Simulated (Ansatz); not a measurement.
GeSe under strain: 73Ge NMR of the central transition

Cell: an entry of the Crystallography Open Database (COD), relaxed with PBE at fixed cell and then changed (z compressed by 2 %, ions relaxed).

```
CELL_PARAMETERS angstrom
10.82000 0.00000 0.00000
0.00000 3.85000 0.00000
0.00000 0.00000 4.31200
ATOMIC_POSITIONS crystal
Ge 0.11951 0.25000 0.10952
Ge 0.88049 0.75000 0.89048
Ge 0.38049 0.75000 0.60952
Ge 0.61951 0.25000 0.39048
Se 0.85507 0.25000 0.49364
Se 0.14493 0.75000 0.50636
Se 0.64493 0.75000 0.99364
Se 0.35507 0.25000 0.00636
```

Atom numbers follow the list; atoms alike are taken as one site, whose name carries the number of the first.

Method: Kohn–Sham DFT in Ansatz, PBE, plane waves and PAW, scalar-relativistic, 420 eV cutoff, Γ-centred 4×11×10 k-points, Fermi–Dirac smearing 0.02 eV.

73Ge has I = 9/2 and Q = -196.0 mb (Pyykkö 2018); at 23.5 T its Larmor frequency is ν₀ = 35.0 MHz. Only the quadrupole interaction is simulated: positions count from each site's isotropic chemical shift, and shift anisotropy, dipolar and J coupling are left out.

Q: Simulate the second-order pattern (static powder, Gaussian broadening 10 kHz) of site Ge (3 Se at 2.59 Å; also 3 Se at 3.25–3.31 Å).

A: The calculation gives C_Q = 27.7 MHz and η = 0.34, so ν_Q = 1.15 MHz and the centre of gravity lies at -903 ppm (-31.6 kHz).

| offset (kHz) | height |
| --- | --- |
| -149.9 | 0 |
| -143.9 | 2 |
| -137.9 | 17 |
| -131.9 | 38 |
| -125.9 | 47 |
| -119.9 | 49 |
| -113.9 | 51 |
| -107.9 | 53 |
| -101.9 | 56 |
| -95.8 | 59 |
| -89.8 | 63 |
| -83.8 | 68 |
| -77.8 | 77 |
| -71.8 | 91 |
| -65.8 | 100 |
| -59.8 | 88 |
| -53.8 | 76 |
| -47.8 | 70 |
| -41.7 | 66 |
| -35.7 | 64 |
| -29.7 | 62 |
| -23.7 | 61 |
| -17.7 | 60 |
| -11.7 | 60 |
| -5.7 | 59 |
| 0.3 | 57 |
| 6.3 | 51 |
| 12.4 | 50 |
| 18.4 | 53 |
| 24.4 | 57 |
| 30.4 | 65 |
| 36.4 | 81 |
| 42.4 | 99 |
| 48.4 | 84 |
| 54.4 | 59 |
| 60.4 | 49 |
| 66.4 | 38 |
| 72.5 | 16 |
| 78.5 | 2 |
| 84.5 | 0 |

At Ge V_zz stands upright on the plane through its three neighbours (within 10°).
